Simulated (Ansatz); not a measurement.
# Ni: stress in a strained cell

Aim: deform Ni (equal xy, yz and zx engineering shear strains of -2 %) and compute stress, forces and field gradients with LAPW, PAW and all-electron datasets made for the crystal.

Program: Ansatz 0.2.0. Level of theory: DFT PBE, scalar-relativistic. These are calculated values, not measurements.

### 1 The structure to begin with

Symmetry: Fm-3m, No. 225, cubic system. The conventional cell has a = 3.536 Å, b = 3.536 Å, c = 3.536 Å, α = 90.00°, β = 90.00°, γ = 90.00°. Ni (site symmetry m-3m) is surrounded by 12 Ni at 2.50 Å.

As a file:

```
Ni
1.0
     0.00000    1.76795    1.76795
     1.76795    0.00000    1.76795
     1.76795    1.76795    0.00000
Ni
1
Direct
  0.00000 0.00000 0.00000
```

### 2 After the deformation

Space group Fm-3m before, R-3m after.

### 3 Full-potential LAPW

File input.yaml:

```yaml
crystal:
  lattice:
    - [-0.035359, 1.7502705, 1.7502705]
    - [1.7502705, -0.035359, 1.7502705]
    - [1.7502705, 1.7502705, -0.035359]
  atoms:
    - { symbol: Ni, position: [0.0, 0.0, 0.0], spin: 1.5 }
magnetization:
  spin_polarized: true
kpoints:
  mp_grid: { grid: [20, 20, 20] }
  band_path:
    path:
      - [0.0, 0.0, 0.0]
      - [0.5, 0.5, 0.5]
      - [0.2551801333, 0.5, 0.7448198667]
      - [-0.2551801333, 0.2551801333, 0.5]
      - [0.0, 0.0, 0.5]
      - [0.0, 0.0, 0.0]
      - [-0.3775900666, 0.0, 0.3775900666]
      - [0.0, 0.3775900666, 0.6224099334]
      - [0.0, 0.5, 0.5]
    npoints: 5
scf:
  occupations: { method: fermi_dirac, width: 0.05 }
hamiltonian:
  xc: pbe
  pseudopotentials: { kind: all_electron, lapw: { basis_error: 0.00025 } }
output:
  forces: true
  stress: true
  eigenvalues: true
```

The run is started by

```
ansatz run input.yaml --threads 1 --pin off --max-ram 3072MiB --backend cpu --events-out ev --progress --plain --runs-dir out
```

### 4 Frozen-core PAW

File input.yaml:

```yaml
crystal:
  lattice:
    - [-0.035359, 1.7502705, 1.7502705]
    - [1.7502705, -0.035359, 1.7502705]
    - [1.7502705, 1.7502705, -0.035359]
  atoms:
    - { symbol: Ni, position: [0.0, 0.0, 0.0], spin: 1.5 }
magnetization:
  spin_polarized: true
kpoints:
  mp_grid: { grid: [20, 20, 20] }
scf:
  occupations: { method: fermi_dirac, width: 0.05 }
hamiltonian:
  xc: pbe
  pseudopotentials: { kind: paw }
output:
  forces: true
  stress: true
  eigenvalues: true
  efg: { contact_densities: true }
  write_density: true
  write_potential: true
  elf: true
  volumetric_format: npy
```

### 5 All-electron PAW on datasets made for the crystal

input.yaml: that of step 4 with these lines changed.

```diff
@@ -15,3 +15,3 @@
   xc: pbe
-  pseudopotentials: { kind: paw }
+  pseudopotentials: { kind: all_electron, datasets: crystal }
 output:
@@ -21,5 +21 @@
   efg: { contact_densities: true }
-  write_density: true
-  write_potential: true
-  elf: true
-  volumetric_format: npy
```

(Steps that only read results are left out.)

What does the calculation give? Wanted: pressure; largest shear or deviatoric stress.

As calculated:

```
                                 quantity                                              value
                                 pressure  LAPW -2.57, PAW -2.54, crystal datasets -2.57 GPa
largest shear or deviatoric stress (LAPW)                                           2.50 GPa
```

What this shows: The largest part of the stress beyond the pressure is 2.50 GPa in size. No run of the undeformed cell stands beside it, so the pressure holds what the given cell had before the change. PAW: stress within 0.03 GPa of LAPW. Crystal datasets: stress within 0.01 GPa of LAPW. Other magnetic orders may lie lower; this is the state that the run reached.
